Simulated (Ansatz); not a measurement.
# FeO (I4/mmm) in Ansatz: further runs

The runs below take FeO through single point, equation of state, with LDA.

All numbers are computed with Ansatz 0.2.0; they aren't measurements. Logs are shortened: lines on timing, memory, paths and dates and some standing lists are left out, and cuts for length are marked.

**1. Starting point**

The structure is tetragonal, space group I4/mmm (No. 139). Conventional cell: a = 3.204 Å, b = 3.204 Å, c = 4.167 Å, α = 90.00°, β = 90.00°, γ = 90.00°. Fe (site symmetry 4/mmm) has 6 O at 2.08 to 2.27 Å as nearest neighbours. O (site symmetry 4/mmm) has 6 Fe at 2.08 to 2.27 Å as nearest neighbours.

The cell comes from a database or a generator and needn't be the stable form of this composition.

**2. Single point, LDA, collinear spin, ferromagnetic start, 10.05 Å³/atom (volume scaled by 0.94)**

Contents of input.yaml:

```yaml
crystal:
  lattice:
    - [-1.5693982481, 1.5693982481, 2.0408621071]
    - [1.5693982481, -1.5693982481, 2.0408621071]
    - [1.5693982481, 1.5693982481, -2.0408621071]
  atoms:
    - { symbol: Fe, position: [0.0, 0.0, 0.0], spin: 3.0 }
    - { symbol: O, position: [0.5, 0.5, 0.0] }
kpoints:
  mp_grid: { grid: [12, 12, 12] }
scf:
  occupations: { method: fermi_dirac, width: 0.05 }
hamiltonian:
  xc: lda
  pseudopotentials: { kind: all_electron, lapw: { basis_error: 0.001 } }
magnetization:
  spin_polarized: true
output:
  forces: true
  stress: true
  eigenvalues: true
```

Potentials or basis: all-electron LAPW, scalar-relativistic.

Started as:

```console
$ ansatz run input.yaml --threads 2 --pin off --max-ram 6144MiB --backend cpu --events-out ev --progress --plain --runs-dir out
```

The program printed:

```text
Warning: RAYON_NUM_THREADS=2 ignored (pool sized by the plan → 2); use --threads N
LAPW: plane waves up to 10.149 Å⁻¹, error target 1.0e-3 eV per atom; small_component_spin mean_spin; O in spheres of 0.926 Å, 8 of its electrons in bands, Dirac shells []; Fe in spheres of 1.115 Å, 16 of its electrons in bands, Dirac shells [] (how accurate: hamiltonian.pseudopotentials.lapw.basis_error, Limitations)
Engine: ansatz 0.2.0, x86_64-unknown-linux-gnu
Pseudopotentials: kind: all_electron
Pseudopotential: Fe, LAPW, valence charge 16, lapw/all_electron/scalar/gaussian/Fe, Koelling and Harmon's equation, gaussian nucleus
Pseudopotential: O, LAPW, valence charge 8, lapw/all_electron/scalar/gaussian/O, Koelling and Harmon's equation, gaussian nucleus
Functional definition: SPW92
  exchange = slater_x
  correlation = pw_c
Crystal: 2 atoms, lattice volume = 20.107 Å³
Basis set: ecut = 392.40753058030936 eV, 363 PW (Γ), exchange–correlation at level 2
Bands: 18, of which v1, the nominal top of the filled ones, is band 12 counted from 1 (11 counted from 0)
Symmetry: 16 space group operations
Space group: I4/mmm (ITA 139), of the structure as read, at distance tolerance 2.7e-5 Å
Magnetic group: BNS 139.531 (UNI 1191), of the structure as read, at distance tolerance 2.7e-5 Å
k-points: 163 of 1728
Non-local potential: Fe, projectors of the file, none
Non-local potential: O, projectors of the file, none
Initial density: superposition of atomic densities (chi_scale 0.1, normalization cell, long waves kept (reshape's long-wave potential 0.00 eV rms))
Starting moments: Σ|m| = 3 μB on 1 of 2 sites
Initial wavefunctions: plane waves of lowest kinetic energy (no species holds an atomic orbital)
Functional: x = slater, c = lda
iter 1 solved again at ethr=8.13e-3 eV; its pass at ethr=1.00e-1 eV (dr2=1.95e0 eV) is discarded
SCF iter   1: F=—  HF=-36609.936320 eV  |F-HF|=—  |Δ(HF+E_count)|=         —  Δρ=6.46e-2 (↑6.04e-2 ↓6.46e-2)  dr2=1.95e0  dr2_m=3.30e-1  M=4.000 μB ∫|m|=4.001 μB  β_m=0.30  ethr=8.13e-3  ⟨swp⟩=2.0  Hψ=37715  notcnv=0
Mixer restart at iter 1: flushing history
preconditioner: auto → none  [metal: Δε(μ)=0.005 eV  Ē_g=13.971 eV  σ=0.050 eV  W_gap=0.03  n_scr=8 (ndim 8)  ℏωp=31.0 eV  f_vac=0.000  D(μ)=1.45/eV (n_scr^D=14)  sad-step TF]
SCF iter   2: F=—  HF=-36609.034344 eV  |F-HF|=—  |Δ(HF+E_count)|=   9.02e-1  Δρ=3.68e-2 (↑3.68e-2 ↓3.36e-2)  dr2=4.43e-1  dr2_m=1.46e-1  M=3.994 μB ∫|m|=3.994 μB  β_m=0.47  ethr=8.13e-3  ⟨swp⟩=2.0  Hψ=17372  notcnv=0
SCF iter   3: F=—  HF=-36608.936226 eV  |F-HF|=—  |Δ(HF+E_count)|=   9.81e-2  Δρ=1.84e-2 (↑1.82e-2 ↓1.84e-2)  dr2=2.50e-1  dr2_m=1.68e-2  M=3.997 μB ∫|m|=3.999 μB  β_m=0.49  ethr=1.84e-3  ⟨swp⟩=2.0  Hψ=17554  notcnv=0
iter 4 solved again at ethr=1.42e-5 eV; its pass at ethr=1.04e-3 eV (dr2=3.40e-3 eV) is discarded
SCF iter   4: F=—  HF=-36608.854784 eV  |F-HF|=—  |Δ(HF+E_count)|=         —  Δρ=5.19e-3 (↑3.27e-3 ↓5.19e-3)  dr2=3.40e-3  dr2_m=2.19e-3  M=3.963 μB ∫|m|=3.966 μB  β_m=0.49  ethr=1.42e-5  ⟨swp⟩=2.0  Hψ=28829  notcnv=0
Mixer restart at iter 4: flushing history
the basis was enlarged: its passes take 347.7 KiB over the memory plan, 2 of 2 planned eigensolver slots
SCF iter   5: F=—  HF=-36608.857855 eV  |F-HF|=—  |Δ(HF+E_count)|=   3.07e-3  Δρ=3.37e-3 (↑3.37e-3 ↓1.16e-3)  dr2=5.06e-3  dr2_m=3.11e-4  M=3.972 μB ∫|m|=3.976 μB  β_m=0.46  ethr=1.42e-5  ⟨swp⟩=3.0  Hψ=19104  notcnv=0
SCF iter   6: F=—  HF=-36608.853869 eV  |F-HF|=—  |Δ(HF+E_count)|=   3.99e-3  Δρ=1.65e-3 (↑1.30e-3 ↓1.65e-3)  dr2=1.93e-4  dr2_m=3.26e-4  M=3.966 μB ∫|m|=3.970 μB  β_m=0.58  ethr=1.42e-5  ⟨swp⟩=2.6  Hψ=16270  notcnv=0
SCF iter   7: F=—  HF=-36608.854417 eV  |F-HF|=—  |Δ(HF+E_count)|=   5.47e-4  Δρ=6.39e-4 (↑6.39e-4 ↓6.16e-4)  dr2=3.75e-5  dr2_m=6.00e-5  M=3.966 μB ∫|m|=3.970 μB  β_m=0.70  ethr=8.05e-7  ⟨swp⟩=2.5  Hψ=16308  notcnv=0
SCF iter   8: F=—  HF=-36608.854506 eV  |F-HF|=—  |Δ(HF+E_count)|=   8.94e-5  Δρ=1.75e-4 (↑1.28e-4 ↓1.75e-4)  dr2=7.67e-7  dr2_m=3.69e-6  M=3.965 μB ∫|m|=3.969 μB  β_m=0.60  ethr=1.56e-7  ⟨swp⟩=2.5  Hψ=16228  notcnv=0
SCF iter   9: F=—  HF=-36608.854513 eV  |F-HF|=—  |Δ(HF+E_count)|=   7.07e-6  Δρ=2.25e-5 (↑2.25e-5 ↓9.13e-6)  dr2=7.84e-8  dr2_m=4.06e-8  M=3.965 μB ∫|m|=3.970 μB  β_m=0.68  ethr=3.20e-9  ⟨swp⟩=3.0  Hψ=17760  notcnv=0
SCF iter  10: F=—  HF=-36608.854513 eV  |F-HF|=—  |Δ(HF+E_count)|=   1.26e-8  Δρ=1.02e-5 (↑6.58e-6 ↓1.02e-5)  dr2=5.88e-8  dr2_m=2.24e-9  M=3.965 μB ∫|m|=3.970 μB  β_m=0.84  ethr=3.27e-10  ⟨swp⟩=2.0  Hψ=15832  notcnv=0
SCF iter  11: F=-36608.854513 eV  HF=-36608.854513 eV  |F-HF|=1.51e-9  |Δ(HF+E_count)|=   2.46e-8  Δρ=1.03e-6 (↑9.60e-7 ↓1.03e-6)  dr2=7.26e-10  dr2_m=3.18e-11  M=3.965 μB ∫|m|=3.970 μB  ethr=2.45e-10  ⟨swp⟩=2.0  Hψ=15829  notcnv=0
SCF 1 converged in 11 iterations: F = -36608.854513 eV  dr2 = 7.26e-10
SCF converged after 11 iterations
Magnetization: 3.9651 μB (13.9825 up, 10.0175 down)
Absolute magnetization: 3.9695 μB (∫|ρ↑−ρ↓|)
Spin contamination: 0.0112 ħ² per cell (⟨S²⟩ above its minimum at these occupations)
Per-site moments (μB) at R_I (Å): [(3.520299381028172, 1.1150434507280205), (0.32892494417256346, 0.9258186259607645)]
Free energy (F): -36608.854513 eV
Harris-Foulkes:  -36608.854513 eV  (|F-HF|=1.51e-9)
Internal energy: -36608.840965 eV  (E = F + TS)
E sigma→0 (E₀):  -36608.847739 eV
Entropy (-TS):   -0.013548 eV (-6.774 meV/atom)
Fermi energy:    14.165059 eV
--- Per-component energies (eV) ---
  E_band       = -1248.788636
  E_kinetic    = 37056.704192
  E_xc         = -1681.018637
  E_electrostatic = -71984.526520  (all electrons and nuclei)
  E_smearing   = -0.013548  (= −TS)
  E_closure    = 0.000000  (closes the sum)
  E_atoms      = -36591.452944  (free atoms, spherical and without spin; not in F)
  Σ components = -36608.854513   (vs F -36608.854513, Δ=0.00e0)
  Basis errors (estimates in eV, not in F): energy 4.0e-4 per atom: plane waves 3.6e-4 (2.1e-4 summed), levels above the bands 1.5e-120, relativity 8.5e-9, radial functions 3.8e-5, core shells 1.2e-7; eigenvalues (radial functions only) 6.6e-6; not estimated: angular momenta, meshes, grids; target (lapw.basis_error) 1.0e-3; muffin-tin radii O 0.926 Å, Fe 1.115 Å
--- Forces (eV/Å), atoms counted from 1 ---
  atom   1  Fe    -0.00000000     0.00000000     0.00000000
  atom   2  O     -0.00000000    -0.00000000     0.00000000
  max |Σ_I F_I| component: 2.12e-30 eV/Å
--- Stress (GPa, compression-positive) ---
      -16.304804      -0.000000       0.000000
       -0.000000     -16.304804      -0.000000
        0.000000      -0.000000     -10.674259
  P = ⅓ Tr σ = -14.4280 GPa (-144.280 kbar)
--- Band table (eV; the first three rows and the last of 326) ---
  k-point 0 ↑: bands = ["-489.2163", "-74.7628", "-41.1810", "-41.1701", "-41.1701", "-6.3642", "10.1045", "10.3380", "10.3380", "10.3508", "10.3508", "10.5976", "10.6840", "10.7267", "14.3780", "29.3688", "31.0632", "31.0632"]
  k-point 1 ↑: bands = ["-489.2163", "-74.7623", "-41.1826", "-41.1734", "-41.1709", "-6.2802", "9.0954", "9.7388", "10.0233", "10.2916", "10.6967", "10.7465", "11.0208", "11.5789", "14.9260", "28.3314", "30.2138", "30.7056"]
  k-point 2 ↑: bands = ["-489.2163", "-74.7610", "-41.1868", "-41.1826", "-41.1731", "-6.0545", "7.8548", "9.3699", "9.6827", "10.1319", "10.7695", "11.1829", "11.4027", "12.0711", "16.2962", "27.1384", "28.0417", "29.1015"]
  k-point 162 ↓: bands = ["-488.8877", "-70.8190", "-37.4023", "-37.3997", "-37.3997", "-4.4601", "7.4553", "9.5411", "9.5411", "12.0006", "14.7666", "14.9397", "14.9397", "15.2858", "20.5950", "23.9730", "25.5557", "28.9385"]
```

Run time: 11 s. Hardware: 2 threads of AMD EPYC 9R45 (Zen 5), shared host; peak memory 0.7 GiB.

Results:

```
Free energy            : -36608.8545 eV
Pressure               : -14.4 GPa
Band gap on the k mesh : none (metal or under the smearing width)
Net moment             : 3.97 μB per cell
Absolute moment        : 3.97 μB per cell
Site moments           : Fe +3.52; O +0.33 μB
```

Caveat: a cell with one magnetic atom can't hold antiferromagnetic order, which such compounds often take; semilocal functionals often make such compounds metallic where correlation or magnetic order opens a gap, which also shifts bond lengths.

**3. Single point, LDA, collinear spin, ferromagnetic start, 10.27 Å³/atom (volume scaled by 0.96)**

Edit input.yaml of step 2 so:

```diff
@@ -2,5 +2,5 @@
   lattice:
-    - [-1.5693982481, 1.5693982481, 2.0408621071]
-    - [1.5693982481, -1.5693982481, 2.0408621071]
-    - [1.5693982481, 1.5693982481, -2.0408621071]
+    - [-1.5804507126, 1.5804507126, 2.055234849]
+    - [1.5804507126, -1.5804507126, 2.055234849]
+    - [1.5804507126, 1.5804507126, -2.055234849]
   atoms:
```

Potentials or basis: all-electron LAPW, scalar-relativistic.

Started as:

```console
$ ansatz run input.yaml --threads 2 --pin off --max-ram 6144MiB --backend cpu --events-out ev --progress --plain --runs-dir out
```

Run time: 11 s. Hardware: 2 threads of AMD EPYC 9R45 (Zen 5), shared host; peak memory 0.68 GiB.

The run converged. Its results:

* Free energy: -36608.8120 eV
* Pressure: -17.4 GPa
* Band gap on the k mesh: none (metal or under the smearing width)
* Net moment: 3.99 μB per cell
* Absolute moment: 3.99 μB per cell
* Site moments: Fe +3.54; O +0.33 μB

Caveat: a cell with one magnetic atom can't hold antiferromagnetic order, which such compounds often take; semilocal functionals often make such compounds metallic where correlation or magnetic order opens a gap, which also shifts bond lengths.

**4. Single point, LDA, collinear spin, ferromagnetic start, 10.48 Å³/atom (volume scaled by 0.98)**

Edit input.yaml of step 3 so:

```diff
@@ -2,5 +2,5 @@
   lattice:
-    - [-1.5804507126, 1.5804507126, 2.055234849]
-    - [1.5804507126, -1.5804507126, 2.055234849]
-    - [1.5804507126, 1.5804507126, -2.055234849]
+    - [-1.5913507171, 1.5913507171, 2.0694093304]
+    - [1.5913507171, -1.5913507171, 2.0694093304]
+    - [1.5913507171, 1.5913507171, -2.0694093304]
   atoms:
```

Started as:

```console
$ ansatz run input.yaml --threads 2 --pin off --max-ram 6144MiB --backend cpu --events-out ev --progress --plain --runs-dir out
```

Run time: 11 s. Hardware: 2 threads of AMD EPYC 9R45 (Zen 5), shared host; peak memory 0.68 GiB.

It converged, with:

```
Free energy            : -36608.7620 eV
Pressure               : -20.1 GPa
Band gap on the k mesh : none (metal or under the smearing width)
Net moment             : 4.00 μB per cell
Absolute moment        : 4.00 μB per cell
Site moments           : Fe +3.56; O +0.33 μB
```

Caveat: a cell with one magnetic atom can't hold antiferromagnetic order, which such compounds often take; semilocal functionals often make such compounds metallic where correlation or magnetic order opens a gap, which also shifts bond lengths.

**5. Single point, LDA, collinear spin, ferromagnetic start, 10.70 Å³/atom**

Edit input.yaml of step 4 so:

```diff
@@ -2,5 +2,5 @@
   lattice:
-    - [-1.5913507171, 1.5913507171, 2.0694093304]
-    - [1.5913507171, -1.5913507171, 2.0694093304]
-    - [1.5913507171, 1.5913507171, -2.0694093304]
+    - [-1.602103413, 1.602103413, 2.08339225]
+    - [1.602103413, -1.602103413, 2.08339225]
+    - [1.602103413, 1.602103413, -2.08339225]
   atoms:
```

Started as:

```console
$ ansatz run input.yaml --threads 2 --pin off --max-ram 6144MiB --backend cpu --events-out ev --progress --plain --runs-dir out
```

Wall time 9.8 s (2 threads of AMD EPYC 9R45 (Zen 5), shared host); peak memory 0.68 GiB.

Results (log left out):

- Free energy: -36608.7052 eV
- Pressure: -22.5 GPa
- Band gap on the k mesh: none (metal or under the smearing width)
- Net moment: 4.00 μB per cell
- Absolute moment: 4.00 μB per cell
- Site moments: Fe +3.56; O +0.33 μB

Caveat: a cell with one magnetic atom can't hold antiferromagnetic order, which such compounds often take; semilocal functionals often make such compounds metallic where correlation or magnetic order opens a gap, which also shifts bond lengths.

**6. Single point, LDA, collinear spin, ferromagnetic start, 10.91 Å³/atom (volume scaled by 1.02)**

Edit input.yaml of step 5 so:

```diff
@@ -2,5 +2,5 @@
   lattice:
-    - [-1.602103413, 1.602103413, 2.08339225]
-    - [1.602103413, -1.602103413, 2.08339225]
-    - [1.602103413, 1.602103413, -2.08339225]
+    - [-1.6127136786, 1.6127136786, 2.0971899518]
+    - [1.6127136786, -1.6127136786, 2.0971899518]
+    - [1.6127136786, 1.6127136786, -2.0971899518]
   atoms:
```

Potentials or basis: all-electron LAPW, scalar-relativistic.

Started as:

```console
$ ansatz run input.yaml --threads 2 --pin off --max-ram 6144MiB --backend cpu --events-out ev --progress --plain --runs-dir out
```

Run time: 9.8 s. Hardware: 2 threads of AMD EPYC 9R45 (Zen 5), shared host; peak memory 0.68 GiB.

Results (log left out):

* Free energy: -36608.6421 eV
* Pressure: -24.7 GPa
* Band gap on the k mesh: none (metal or under the smearing width)
* Net moment: 4.00 μB per cell
* Absolute moment: 4.01 μB per cell
* Site moments: Fe +3.57; O +0.32 μB

Caveat: a cell with one magnetic atom can't hold antiferromagnetic order, which such compounds often take; semilocal functionals often make such compounds metallic where correlation or magnetic order opens a gap, which also shifts bond lengths.

**7. Single point, LDA, collinear spin, ferromagnetic start, 11.12 Å³/atom (volume scaled by 1.04)**

Edit input.yaml of step 6 so:

```diff
@@ -2,5 +2,5 @@
   lattice:
-    - [-1.6127136786, 1.6127136786, 2.0971899518]
-    - [1.6127136786, -1.6127136786, 2.0971899518]
-    - [1.6127136786, 1.6127136786, -2.0971899518]
+    - [-1.6231861388, 1.6231861388, 2.1108084499]
+    - [1.6231861388, -1.6231861388, 2.1108084499]
+    - [1.6231861388, 1.6231861388, -2.1108084499]
   atoms:
```

Started as:

```console
$ ansatz run input.yaml --threads 2 --pin off --max-ram 6144MiB --backend cpu --events-out ev --progress --plain --runs-dir out
```

Wall time 9.9 s (2 threads of AMD EPYC 9R45 (Zen 5), shared host); peak memory 0.67 GiB.

Results (log left out):

```
Free energy            : -36608.5737 eV
Pressure               : -26.6 GPa
Band gap on the k mesh : none (metal or under the smearing width)
Net moment             : 4.00 μB per cell
Absolute moment        : 4.01 μB per cell
Site moments           : Fe +3.58; O +0.32 μB
```

Caveat: a cell with one magnetic atom can't hold antiferromagnetic order, which such compounds often take; semilocal functionals often make such compounds metallic where correlation or magnetic order opens a gap, which also shifts bond lengths.

**8. Single point, LDA, collinear spin, ferromagnetic start, 11.34 Å³/atom (volume scaled by 1.06)**

Edit input.yaml of step 7 so:

```diff
@@ -2,5 +2,5 @@
   lattice:
-    - [-1.6231861388, 1.6231861388, 2.1108084499]
-    - [1.6231861388, -1.6231861388, 2.1108084499]
-    - [1.6231861388, 1.6231861388, -2.1108084499]
+    - [-1.6335251827, 1.6335251827, 2.1242534522]
+    - [1.6335251827, -1.6335251827, 2.1242534522]
+    - [1.6335251827, 1.6335251827, -2.1242534522]
   atoms:
```

Started as:

```console
$ ansatz run input.yaml --threads 2 --pin off --max-ram 6144MiB --backend cpu --events-out ev --progress --plain --runs-dir out
```

Run time: 10 s. Hardware: 2 threads of AMD EPYC 9R45 (Zen 5), shared host; peak memory 0.68 GiB.

The run converged. Its results:

```yaml
Free_energy: -36608.5004 eV
Pressure: -28.2 GPa
Band_gap_on_the_k_mesh: none (metal or under the smearing width)
Net_moment: 4.00 μB per cell
Absolute_moment: 4.01 μB per cell
Site_moments: Fe +3.59; O +0.32 μB
```

Caveat: a cell with one magnetic atom can't hold antiferromagnetic order, which such compounds often take; semilocal functionals often make such compounds metallic where correlation or magnetic order opens a gap, which also shifts bond lengths.

**9. Equation of state, LDA, collinear spin, ferromagnetic start**

Potentials or basis: all-electron LAPW, scalar-relativistic.

This step only gathers the single runs of the series.

Results:

| Quantity | Value |
| --- | --- |
| Equilibrium volume | 9.28 Å³/atom (rough: see the caveat) |
| Bulk modulus at fixed shape and positions | 209 GPa (rough) |

Energy against volume, from the lowest point:
```
volume (Å³/atom)  energy (meV/atom)
          10.053               0.00
          10.267              21.24
          10.481              46.24
          10.695              74.67
          10.909             106.18
          11.123             140.42
          11.337             177.04
```

Caveat: the minimum lies outside the volumes run; the cell was scaled at fixed shape and fractional positions, which overstates the stiffness of a crystal with free parameters, most of all of layers and chains.
